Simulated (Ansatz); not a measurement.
# Sn: the cost of one run

Program: Ansatz 0.2.0. Level of theory: DFT PBE, scalar-relativistic, plane waves, PAW. These are calculated values, not measurements.

### Step 1. Starting point

Symmetry: Immm, No. 71, orthorhombic system. Conventional cell: a = 3.453 Å, b = 3.551 Å, c = 4.677 Å, α = 90.00°, β = 90.00°, γ = 90.00°. Sn (site symmetry mmm) has 12 Sn at 3.41 to 3.55 Å as nearest neighbours.

Structure file:

```xyz
1
Lattice="-1.7265 1.7755 2.3383 1.7265 -1.7755 2.3383 1.7265 1.7755 -2.3383" Properties=species:S:1:pos:R:3 pbc="T T T"
Sn    0.0000    0.0000    0.0000
```

The structure comes from the Materials Project (structure only).

### Step 2. Self-consistent density

input.yaml

```yaml
crystal:
  lattice:
    - [-1.726539, 1.775547, 2.338342]
    - [1.726539, -1.775547, 2.338342]
    - [1.726539, 1.775547, -2.338342]
  atoms:
    - { symbol: Sn, position: [0.0, 0.0, 0.0] }
basis:
  ecutwfc: 420
  fft_grid_basis: typed
kpoints:
  mp_grid: { grid: [14, 14, 14] }
hamiltonian:
  xc: pbe
scf:
  occupations: { method: gaussian, width: 0.05 }
output:
  forces: true
  stress: true
  eigenvalues: true
  bader: true
  write_density: true
  volumetric_format: npy
  elf: true
```

Run with:

```bash
> ansatz run input.yaml --threads 1 --pin off --max-ram 2560MiB --backend cpu --events-out ev --progress --plain --runs-dir out
```

Q: Estimate wall time and peak memory on 1 thread of Intel Xeon 6975P-C (Granite Rapids), shared host.

About 7.5 s, with a peak of 0.49 GiB.
